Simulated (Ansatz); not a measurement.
Crystal: KI.

```xyz
2
Lattice="0.0000 3.5328 3.5328 3.5328 0.0000 3.5328 3.5328 3.5328 0.0000" Properties=species:S:1:pos:R:3 pbc="T T T"
I     3.5328    3.5328    3.5328
K     0.0000    0.0000    0.0000
```

```yaml
Program: Ansatz 0.2.0
Task: relaxation of cell and atoms
Functional: LDA
Potentials_or_basis: all-electron LAPW, relativistic spinors
Basis_error_allowed: 0.001 eV/atom
k_mesh: 5 × 5 × 5
Occupations: gaussian, width 0.1 eV
Spin: spin-orbit coupling, no magnetisation
```

At the start: volume 44.09 Å³/atom.

Problem. Where does the relaxation end?

Solution. Over 5 steps the energy falls by 19.8 meV/atom and the volume is 39.75 Å³/atom (-9.8 %); space group Fm-3m (No. 225, to 0.05 Å).

Step by step:
```
step  energy change (eV)  largest force (eV/Å)  volume (Å³)
   1              0.0000                0.0000        88.18
   2             -0.0249                0.0000        84.51
   3             -0.0386                0.0000        78.08
   4             -0.0396                0.0000        79.51
   5             -0.0396                0.0000        79.51
```

Final structure:
```
I K
1.0
     0.00000    3.41289    3.41289
     3.41289    0.00000    3.41289
     3.41289    3.41289    0.00000
I K
1 1
Direct
  0.50000 0.50000 0.50000
  0.00000 0.00000 0.00000
```
